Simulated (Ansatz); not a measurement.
# C6O: the cost of one run

Method: DFT PBE+D3(BJ), scalar-relativistic, plane waves, PAW, in Ansatz 0.2.0.

The COD entry's cell or inner coordinates are ideal or old and differ from later refinements, so a difference from it is no clean test against experiment.

3 further runs of the same task are left out: 1 that didn't finish, 2 set aside as unsound or not needed.

**1. The structure to begin with**

Symmetry: P-6m2, No. 187, hexagonal system. The conventional cell has a = 2.465 Å, b = 2.465 Å, c = 23.738 Å, α = 90.00°, β = 90.00°, γ = 120.00°. Around C (site symmetry 3m) lie 3 C at 1.42 Å. C (site symmetry -6m2) has 3 C at 1.42 Å as nearest neighbours.

Structure file:

```cif
data_structure
_symmetry_space_group_name_H-M 'P-6m2'
_symmetry_Int_Tables_number 187
_cell_length_a 2.4650
_cell_length_b 2.4650
_cell_length_c 23.7384
_cell_angle_alpha 90.000
_cell_angle_beta 90.000
_cell_angle_gamma 120.000
_cell_volume 124.91
loop_
_atom_site_label
_atom_site_type_symbol
_atom_site_symmetry_multiplicity
_atom_site_Wyckoff_symbol
_atom_site_fract_x
_atom_site_fract_y
_atom_site_fract_z
_atom_site_occupancy
C1 C 2 g 0.00000 0.00000 0.35807 1
C2 C 2 h 0.33333 0.66667 0.35807 1
C3 C 1 b 0.00000 0.00000 0.50000 1
C4 C 1 f 0.66667 0.33333 0.50000 1
```

Planes are indexed in the bulk's conventional cell (P6_3/mmc (No. 194)), a = 2.465 Å, b = 2.465 Å, c = 6.738 Å, α = 90.00°, β = 90.00°, γ = 120.00°.

It is a (001) slab, 6.7 Å thick as cut, with 17 Å of vacuum; its outer planes are C (top) and C (bottom). An earlier relaxation, lower half held, gave -1506.3784 eV, work function 4.28 eV, gap on the mesh 7 meV, too small against the smearing to count.

**2. Height changed by +0.30 Å**

The adatom is now moved up and down over its best place, with everything held.

The cell repeats along c, and a dipole correction in the vacuum removes the field between the copies.

The input, input.yaml:

```yaml
crystal:
  lattice:
    - [2.4649796649, 0.0, 0.0]
    - [-1.2324898325, 2.1347350096, 0.0]
    - [0.0, 0.0, 25.7384327799]
  atoms:
    - { symbol: C, position: [0.0, 0.0, 0.3302454468] }
    - { symbol: C, position: [0.3333333333, 0.6666666667, 0.3302454377] }
    - { symbol: C, position: [0.0, 0.0, 0.4611476002] }
    - { symbol: C, position: [0.6666666667, 0.3333333333, 0.4611475909] }
    - { symbol: C, position: [0.0, 0.0, 0.5920497534] }
    - { symbol: C, position: [0.3333333333, 0.6666666667, 0.5920497443] }
    - { symbol: O, position: [0.0, 0.25, 0.6536836711] }
basis:
  ecutwfc: 420
kpoints:
  mp_grid: { grid: [12, 12, 1] }
hamiltonian:
  xc: pbe
  dispersion: d3bj
scf:
  occupations: { method: gaussian, width: 0.1 }
output:
  forces: true
  stress: true
  eigenvalues: true
  write_density: true
  write_potential: true
  elf: true
  volumetric_format: npy
efield:
  axis: 3
  dipole_correction: true
  ramp_width: 0.04
```

Run with:

```bash
$ ansatz run input.yaml --threads 1 --pin off --max-ram 2560MiB --backend cpu --events-out ev --progress --plain --runs-dir out
```

**Question.** How long does this run take on 1 thread of AMD EPYC 7R43 (Zen 3), shared host, and how much memory does it need?

About 33 s, with a peak of 0.51 GiB.
